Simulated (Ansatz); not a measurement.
Runs of Ansatz 0.2.0 on Sb. The structure is cubic, space group Fm-3m (No. 225). The conventional cell has a = 4.742 Å, b = 4.742 Å, c = 4.742 Å, α = 90.00°, β = 90.00°, γ = 90.00°. Around Sb (site symmetry m-3m) lie 12 Sb at 3.35 Å. This isn't the form of Sb at room conditions, which is rhombohedral.

| task | level | potentials or basis | k mesh | cutoff (eV) | basis error allowed | gap on the mesh (eV) | pressure (GPa) | V0 of scaled cells (Å³/atom) | B0 (GPa) |
| --- | --- | --- | --- | --- | --- | --- | --- | --- | --- |
| single point | HSE06 | all-electron PAW datasets made for the crystal | 8 × 8 × 8 | 270 | - | none | - | - | - |
| density of states | PBEsol | all-electron PAW datasets made for the crystal | 10 × 10 × 10 | 160 | - | none | (a) | - | - |
| band structure | LDA | all-electron LAPW, scalar-relativistic | 10 × 10 × 10 | 156 | 0.001 eV/atom | - | -2.3 | - | - |
| equation of state | PBEsol | all-electron LAPW, scalar-relativistic | 10 × 10 × 10 | - | 0.001 eV/atom | - | - | 26.15 | 63 |
| equation of state | PBEsol | all-electron LAPW, scalar-relativistic | 10 × 10 × 10 | - | 0.0005 eV/atom | - | - | 26.15 | 63 |

Alike in all rows: no spin polarisation; cell as given; smearing fermi-dirac 0.05 eV.

Task: Estimate the missing entries.

Result: (a) -1.2.

Caveats: the k mesh is thin for a metal, which can move the energy by tens of meV per atom (some runs); the program warned that the printed levels may be off, so bands, gaps and densities of states are rough (some runs).

A k mesh can miss the band edges, and the runs leave out spin-orbit coupling on Sb.

A gap of «none» marks a metal or a gap under the smearing width.

Not every run made on this cell is shown here.
